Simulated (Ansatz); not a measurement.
# CdO (Monteponite) (Fm-3m) in Ansatz: notebook

The runs below take CdO (Monteponite) through single point, with HSE06 form with a typed share of exact exchange.

All numbers are computed with Ansatz 0.2.0; they aren't measurements. Logs are shortened: lines on timing, memory, paths and dates and some standing lists are left out, and cuts for length are marked.

## (1) Starting point

Symmetry: Fm-3m, No. 225, cubic system. Conventional cell: a = 4.699 Å, b = 4.699 Å, c = 4.699 Å, α = 90.00°, β = 90.00°, γ = 90.00°. Around Cd (site symmetry m-3m) lie 6 O at 2.35 Å. O (site symmetry m-3m) has 6 Cd at 2.35 Å as nearest neighbours.

## (2) Single point, HSE06 form with a typed share of exact exchange

input.yaml

```yaml
crystal:
  lattice:
    - [0.0, 2.3495, 2.3495]
    - [2.3495, 0.0, 2.3495]
    - [2.3495, 2.3495, 0.0]
  atoms:
    - { symbol: Cd, position: [0.0, 0.0, 0.0] }
    - { symbol: O, position: [0.5, 0.5, 0.5] }
hamiltonian:
  xc: { exchange: pbe, correlation: pbe, exx: { coeff: 0.25, omega: 0.1 } }
  pseudopotentials: { kind: paw }
kpoints:
  mp_grid: { grid: [5, 5, 5] }
scf:
  occupations: { method: fermi_dirac, width: 0.05 }
output:
  forces: true
  stress: true
  eigenvalues: true
```

Potentials or basis: Ansatz PAW.

Run with:

```
> ansatz run input.yaml --threads 2 --pin off --max-ram 5632MiB --backend cpu --events-out ev --progress --plain --runs-dir out
```

Standard output:

```text
Warning: output.stress: scf.convergence.dr2_threshold = 1e-7 eV (the SCF's general default) is looser than the 2e-10 eV advised for a printed stress (1e-10 eV for each atom of the cell: 2). What an SCF threshold leaves in a stress goes as its square root, and in the free energy as the threshold itself, and one threshold admits the most on a small cell: of the crystals measured, under no hybrid functional and no lock of the moments, on runs that ended without the residual-converged pass, on stresses that held no estimate of that error, the worst erred by over 100 MPa in a component at 1e-7 eV an atom and by under 5 at 1e-10. Set scf.convergence.dr2_threshold to 2e-10 eV or tighter. The threshold is an SCF's pass mark: one that does not reach it within its budget of iterations ends unconverged, or closes short of it on a stop that the run arms, and scf.convergence.dr2_threshold's page says what that costs each kind of run
Warning: output.stress: scf.exx.energy_threshold = 1e-6 eV is looser than the 2e-8 eV advised for a stress under a hybrid functional (1e-8 eV for each atom of the cell: 2). Every SCF of the exchange loop can meet its threshold on dr2 while the loop round them stops early: no threshold on dr2 bounds what that leaves in the stress. Set scf.exx.energy_threshold to 2e-8 eV or tighter. The threshold is the loop's pass mark: a loop that does not reach it within its budget of cycles ends unconverged, and scf.exx.energy_threshold's page has the law
Warning: RAYON_NUM_THREADS=2 ignored (pool sized by the plan → 2); use --threads N
exact exchange: scf.exx.singularity resolves to wigner_seitz, which cuts the screened interaction at the faces of the exchange supercell's Wigner-Seitz cell, so that each pair interacts once, at the shortest of its separations (the periodic images that this leaves out come, for a point-like exchange hole, to about 0.050 eV on a filled level). The cut falls within the interaction's reach, and what an exchange supercell this small leaves in the energy, the band gaps and, where it is computed, the pressure is not bounded here. The exchange supercell (the smallest cell that an SCF of this deck is solved on times the 5×5×5 mesh of the exchange sum) has its nearest image at L = 16.61 Å, 1.66 times the interaction's range 1/ω = 10.00 Å. A denser mesh of the exchange sum (kpoints.mp_grid; where a k-mesh is refused, the cell repeated along its short axes), shrinks what is left. The k-mesh (kpoints.mp_grid) can leave an error of its own, as it does under a semilocal functional: two runs of this structure under PBE, one on that k-mesh and one on a denser one or on the cell repeated (per cell), show about how large it is in the energy; in a metal the hybrid's can be larger than they show. Converge the k-mesh under the hybrid itself. See scf.exx.q_mesh
Engine: ansatz 0.2.0, x86_64-unknown-linux-gnu
Pseudopotentials: kind: paw
Pseudopotential: Cd, paw, valence charge 20, recommended cutoff 420 eV (normal), Cd.paw.azcp
Pseudopotential: O, paw, valence charge 6, recommended cutoff 420 eV (normal), O.paw.azcp
Functional definition: unnamed
  parameter a_1 = 0.25
  parameter omega_1 = 0.1/angstrom
  exchange = pbe_x + (-a_1)*pbe_x_sr(omega_1) + a_1*exact_x_sr(omega_1)
  correlation = pbe_c
Crystal: 2 atoms, lattice volume = 25.939 Å³
Basis set: ecut = 420 eV, 531 PW (Γ), exchange–correlation on 48×48×48 points (8 copies of the dense FFT grid, shifted against one another)
Bands: 17, of which v1, the nominal top of the filled ones, is band 13 counted from 1 (12 counted from 0)
Symmetry: 48 space group operations
Space group: Fm-3m (ITA 225), of the structure as read, at distance tolerance 3.0e-5 Å
k-points: 10 of 125
Non-local potential: Cd, projectors of the file, l = 0: 3, l = 1: 2, l = 2: 2, l = 3: 1
Non-local potential: O, projectors of the file, l = 0: 2, l = 1: 2, l = 2: 1
PAW form: soft (Blöchl's): semilocal exchange-correlation on the pseudo side does not see the compensation charge
PAW frozen core: Cd, regenerated for the run's functional, and the local potential with it (the file was generated under x = pbe(κ = 0.804, μ = 0.2195149727645171), c = pbe(β = 0.06672455060314922))
PAW frozen core: O, regenerated for the run's functional, and the local potential with it (the file was generated under x = pbe(κ = 0.804, μ = 0.2195149727645171), c = pbe(β = 0.06672455060314922))
PAW one-centre angular grid: Cd, 590 points (default); XC on 96 Gauss nodes
PAW one-centre angular grid: O, 110 points (default); XC on 96 Gauss nodes
Initial density: superposition of atomic densities (neutral atoms: chi_scale 0, normalization atom), corrected by the library's trained network
Initial wavefunctions: pseudopotential atomic-orbital guess
Functional: x = pbe(κ = 0.804, μ = 0.2195149727645171), c = pbe(β = 0.06672455060314922), warm-up for x = pbe(κ = 0.804, μ = 0.2195149727645171) + 0.25 (exact − pbe) at short range (hse, ω = 0.1 Å⁻¹), c = pbe(β = 0.06672455060314922)
SCF iter   1: F=—  HF=-8821.415678 eV  |F-HF|=—  |Δ(HF+E_count)|=         —  Δρ=9.85e-4  dr2=9.26e-5  ethr=1.77e-3  ⟨swp⟩=7.3  Hψ=729  notcnv=0
preconditioner: auto → none  [insulator: Δε(μ)=2.106 eV  Ē_g=15.466 eV  σ=0.050 eV  W_gap=0.96  n_scr=14 (ndim 8)  ℏωp=30.9 eV  f_vac=0.000  D(μ)=0.31/eV (n_scr^D=0)]
SCF iter   2: F=—  HF=-8821.415838 eV  |F-HF|=—  |Δ(HF+E_count)|=   1.60e-4  Δρ=3.59e-4  dr2=1.08e-5  ethr=3.56e-7  ⟨swp⟩=4.1  Hψ=491  notcnv=0
[... 33 lines left out ...]
Stability not checked: this state was not tested for a lower state beside it, because the functional holds exact exchange (a hybrid, or Hartree-Fock), whose exchange loop this test does not read (fock_operator; see scf.lower_state_search)
Free energy (F): -8824.913691 eV
Frozen-core exchange: fock
Harris-Foulkes:  -8824.913691 eV  (|F-HF|=9.09e-11)
Internal energy: -8824.913691 eV  (E = F + TS)
E sigma→0 (E₀):  -8824.913691 eV
Entropy (-TS):   -0.000000 eV (-0.000 meV/atom)
Fermi energy:    12.107734 eV
--- Per-component energies (eV) ---
  E_band       = -426.198973
  E_kinetic    = 681.875500
  E_local      = -3039.361215  (includes V_loc(G=0)·N_el)
  E_nonlocal   = 83.804627
  E_hartree    = 1411.243243
  E_xc         = -196.315668
  E_vxc        = -246.439632  (∫ρ·V_xc dr)
  E_exx        = -113.309951  (= α·E_x^exact, valence–valence)
  E_paw        = -4188.622666  (= ΣΔE_a)
  E_vpaw       = -501.947564  (= ΣTr[D̂ρ^β])
  E_aug_tail   = 0.002376  (compensation charges beyond the density's cutoff)
  E_ewald      = -3463.600073
  E_core_change = -0.629856  (= ΣΔE_core)
  E_smearing   = -0.000000  (= −TS)
  E_closure    = -0.000007  (closes the sum)
  Σ components = -8824.913691   (vs F -8824.913691, Δ=0.00e0)
--- Forces (eV/Å), atoms counted from 1 ---
  atom   1  Cd    -0.00000000    -0.00000000    -0.00000000
  atom   2  O      0.00000000     0.00000000    -0.00000000
  max |Σ_I F_I| component: 1.14e-29 eV/Å
--- Stress (GPa, compression-positive) ---
        0.405399       0.000000       0.000000
        0.000000       0.405399       0.000000
        0.000000       0.000000       0.405399
  P = ⅓ Tr σ = 0.4054 GPa (4.054 kbar)
--- Band table (eV; the first three rows and the last of 10) ---
  k-point 0: bands = ["-93.6598", "-53.4220", "-53.4220", "-53.4220", "-7.5021", "3.9023", "3.9023", "3.9023", "4.1562", "4.1562", "10.0899", "10.0899", "10.0899", "12.7029", "27.8913", "30.6228", "30.6228"]
  k-point 1: bands = ["-93.6593", "-53.4285", "-53.4230", "-53.4230", "-7.2359", "3.7250", "3.7690", "3.7690", "4.1288", "4.1288", "8.3065", "10.5857", "10.5857", "15.1291", "24.8215", "28.3915", "28.3915"]
  k-point 2: bands = ["-93.6586", "-53.4392", "-53.4246", "-53.4246", "-6.7636", "3.1596", "3.3255", "3.3255", "4.4040", "4.4040", "7.3867", "11.3454", "11.3454", "17.4070", "21.6193", "25.8914", "25.8914"]
  k-point 9: bands = ["-93.6582", "-53.4362", "-53.4321", "-53.4280", "-6.7465", "3.6321", "3.6765", "3.8200", "4.5051", "4.6163", "7.9088", "8.7325", "10.0961", "19.5172", "21.7504", "22.8512", "25.5812"]
```

Wall time 6.2 s (2 threads of Intel Xeon 6975P-C (Granite Rapids), shared host); peak memory 0.7 GiB.

Results:

```
Free energy            : -8824.9137 eV
Pressure               : 0.4 GPa
Band gap on the k mesh : 1.36 eV, indirect (least direct gap 2.61 eV)
```

Caveat: the k mesh is coarse (spacing up to 0.46 Å⁻¹), so the values aren't converged, least of all with exact exchange; odd divisions of the mesh miss points on the zone boundary, where band edges often lie, so the gap on the mesh can be too wide; the pressure holds a Pulay correction of +0.5 GPa for the finite cutoff; the PAW data sets come from PBE, with cores solved anew for the run's functional, which leaves a small shift of forces and pressure; the thresholds are loose for stress. A k mesh can miss the band edges.

## (3) Single point, HSE06 form with a typed share of exact exchange

Edit input.yaml of step 2 so:

```diff
@@ -9,3 +9,6 @@
 hamiltonian:
-  xc: { exchange: pbe, correlation: pbe, exx: { coeff: 0.25, omega: 0.1 } }
+  xc:
+    exchange: pbe
+    correlation: pbe
+    exx: { coeff: 0.25, omega: 0.15 }
   pseudopotentials: { kind: paw }
```

Potentials or basis: Ansatz PAW.

Run with:

```
> ansatz run input.yaml --threads 2 --pin off --max-ram 5632MiB --backend cpu --events-out ev --progress --plain --runs-dir out
```

It took 5.9 s on 2 threads of Intel Xeon 6975P-C (Granite Rapids), shared host; peak memory 0.7 GiB.

The run converged. Its results:

```
Free energy            : -8824.8976 eV
Pressure               : 0.5 GPa
Band gap on the k mesh : 1.20 eV, indirect (least direct gap 2.46 eV)
```

Levels at points of the mesh, in eV from the valence-band top:
```csv
k point,band 10,band 11,band 12,band 13,band 14,band 15,band 16,band 17
"(0.00, 0.00, 0.00)",-7.18,-1.26,-1.26,-1.26,1.20,16.38,19.10,19.10
```

Caveat: the k mesh is coarse (spacing up to 0.46 Å⁻¹), so the values aren't converged, least of all with exact exchange; odd divisions of the mesh miss points on the zone boundary, where band edges often lie, so the gap on the mesh can be too wide; the pressure holds a Pulay correction of +0.5 GPa for the finite cutoff; the PAW data sets come from PBE, with cores solved anew for the run's functional, which leaves a small shift of forces and pressure; the thresholds are loose for stress. A k mesh can miss the band edges.

## (4) Single point, HSE06 form with a typed share of exact exchange

Edit input.yaml of step 3 so:

```diff
@@ -9,6 +9,3 @@
 hamiltonian:
-  xc:
-    exchange: pbe
-    correlation: pbe
-    exx: { coeff: 0.25, omega: 0.15 }
+  xc: { exchange: pbe, correlation: pbe, exx: { coeff: 0.25, omega: 0.2 } }
   pseudopotentials: { kind: paw }
@@ -22 +19,5 @@
   eigenvalues: true
+  write_density: true
+  write_potential: true
+  elf: true
+  volumetric_format: npy
```

Potentials or basis: Ansatz PAW.

Run with:

```
> ansatz run input.yaml --threads 2 --pin off --max-ram 5632MiB --backend cpu --events-out ev --progress --plain --runs-dir out
```

Standard output:

```text
Warning: output.stress: scf.convergence.dr2_threshold = 1e-7 eV (the SCF's general default) is looser than the 2e-10 eV advised for a printed stress (1e-10 eV for each atom of the cell: 2). What an SCF threshold leaves in a stress goes as its square root, and in the free energy as the threshold itself, and one threshold admits the most on a small cell: of the crystals measured, under no hybrid functional and no lock of the moments, on runs that ended without the residual-converged pass, on stresses that held no estimate of that error, the worst erred by over 100 MPa in a component at 1e-7 eV an atom and by under 5 at 1e-10. Set scf.convergence.dr2_threshold to 2e-10 eV or tighter. The threshold is an SCF's pass mark: one that does not reach it within its budget of iterations ends unconverged, or closes short of it on a stop that the run arms, and scf.convergence.dr2_threshold's page says what that costs each kind of run
Warning: output.stress: scf.exx.energy_threshold = 1e-6 eV is looser than the 2e-8 eV advised for a stress under a hybrid functional (1e-8 eV for each atom of the cell: 2). Every SCF of the exchange loop can meet its threshold on dr2 while the loop round them stops early: no threshold on dr2 bounds what that leaves in the stress. Set scf.exx.energy_threshold to 2e-8 eV or tighter. The threshold is the loop's pass mark: a loop that does not reach it within its budget of cycles ends unconverged, and scf.exx.energy_threshold's page has the law
Warning: RAYON_NUM_THREADS=2 ignored (pool sized by the plan → 2); use --threads N
Engine: ansatz 0.2.0, x86_64-unknown-linux-gnu
Pseudopotentials: kind: paw
Pseudopotential: Cd, paw, valence charge 20, recommended cutoff 420 eV (normal), Cd.paw.azcp
Pseudopotential: O, paw, valence charge 6, recommended cutoff 420 eV (normal), O.paw.azcp
Functional definition: unnamed
  parameter a_1 = 0.25
  parameter omega_1 = 0.2/angstrom
  exchange = pbe_x + (-a_1)*pbe_x_sr(omega_1) + a_1*exact_x_sr(omega_1)
  correlation = pbe_c
Crystal: 2 atoms, lattice volume = 25.939 Å³
Basis set: ecut = 420 eV, 531 PW (Γ), exchange–correlation on 48×48×48 points (8 copies of the dense FFT grid, shifted against one another)
Bands: 17, of which v1, the nominal top of the filled ones, is band 13 counted from 1 (12 counted from 0)
Symmetry: 48 space group operations
Space group: Fm-3m (ITA 225), of the structure as read, at distance tolerance 3.0e-5 Å
k-points: 10 of 125
[... 62 lines left out ...]
  E_paw        = -4190.427406  (= ΣΔE_a)
  E_vpaw       = -503.810378  (= ΣTr[D̂ρ^β])
  E_aug_tail   = 0.002375  (compensation charges beyond the density's cutoff)
  E_ewald      = -3463.600073
  E_core_change = -0.628759  (= ΣΔE_core)
  E_smearing   = -0.000002  (= −TS)
  E_closure    = 0.000002  (closes the sum)
  Σ components = -8824.874516   (vs F -8824.874516, Δ=-1.82e-12)
--- Forces (eV/Å), atoms counted from 1 ---
  atom   1  Cd    -0.00000000     0.00000000    -0.00000000
  atom   2  O      0.00000000    -0.00000000    -0.00000000
  max |Σ_I F_I| component: 1.10e-29 eV/Å
--- Stress (GPa, compression-positive) ---
        0.587910      -0.000000      -0.000000
        0.000000       0.587910      -0.000000
        0.000000       0.000000       0.587910
  P = ⅓ Tr σ = 0.5879 GPa (5.879 kbar)
--- Band table (eV; the first three rows and the last of 10) ---
  k-point 0: bands = ["-93.4537", "-53.2154", "-53.2154", "-53.2154", "-7.2947", "4.1045", "4.1045", "4.1045", "4.3582", "4.3582", "10.2662", "10.2662", "10.2662", "12.5912", "27.7486", "30.4536", "30.4536"]
  k-point 1: bands = ["-93.4532", "-53.2219", "-53.2164", "-53.2164", "-7.0289", "3.9283", "3.9718", "3.9718", "4.3301", "4.3301", "8.5020", "10.7645", "10.7645", "14.9880", "24.6596", "28.2151", "28.2151"]
  k-point 2: bands = ["-93.4525", "-53.2325", "-53.2180", "-53.2180", "-6.5578", "3.3674", "3.5288", "3.5288", "4.6036", "4.6036", "7.5876", "11.5258", "11.5258", "17.2611", "21.4374", "25.7194", "25.7194"]
  k-point 9: bands = ["-93.4521", "-53.2296", "-53.2255", "-53.2214", "-6.5412", "3.8357", "3.8808", "4.0237", "4.7049", "4.8169", "8.1101", "8.9287", "10.2848", "19.3388", "21.5839", "22.6884", "25.4035"]
```

rho_z.tsv:

```text
# z_ang	rho[e/angstrom^3]
# format = ansatz-planar-average/11
# lattice	0.000000000	2.349500000	2.349500000
# lattice	2.349500000	0.000000000	2.349500000
# lattice	2.349500000	2.349500000	0.000000000
# sites	2
# site	48	0.000000000	0.000000000	0.000000000
# site	8	2.349500000	2.349500000	2.349500000
0.000000	2.178252e0
0.138446	2.072930e0
0.276891	1.789587e0
0.415337	1.410230e0
0.553782	1.031288e0
0.692228	7.291680e-1
[... 16 lines left out ...]
3.045804	1.789587e0
3.184249	2.072930e0
```

Run time: 6.8 s. Hardware: 2 threads of Intel Xeon 6975P-C (Granite Rapids), shared host; peak memory 0.7 GiB.

Results:

* Free energy: -8824.8745 eV
* Pressure: 0.6 GPa
* Band gap on the k mesh: 1.07 eV, indirect (least direct gap 2.32 eV)

Caveat: the k mesh is coarse (spacing up to 0.46 Å⁻¹), so the values aren't converged, least of all with exact exchange; odd divisions of the mesh miss points on the zone boundary, where band edges often lie, so the gap on the mesh can be too wide; the pressure holds a Pulay correction of +0.5 GPa for the finite cutoff; the PAW data sets come from PBE, with cores solved anew for the run's functional, which leaves a small shift of forces and pressure; the thresholds are loose for stress. A k mesh can miss the band edges.

## (5) The runs side by side

```csv
screening (1/Å),gap on the mesh (eV),pressure (GPa)
0.1,1.36,0.4
0.15,1.20,0.5
0.2,1.07,0.6
```

Alike in all rows: task single point; level HSE06 form with a typed share of exact exchange; potentials or basis Ansatz PAW; no spin polarisation; cell as given; k mesh 5 × 5 × 5; cutoff (eV) 420; smearing fermi-dirac 0.05 eV; the mesh is coarse, so values aren't converged.

Caveats: all runs use coarse meshes; odd divisions of the mesh miss points on the zone boundary, where band edges often lie, so the gap on the mesh can be too wide; the PAW data sets come from PBE, with cores solved anew for the run's functional, which leaves a small shift of forces and pressure; the thresholds are loose for stress.

Total energies depend on the potentials used, so only differences within one code and one set of settings carry meaning.
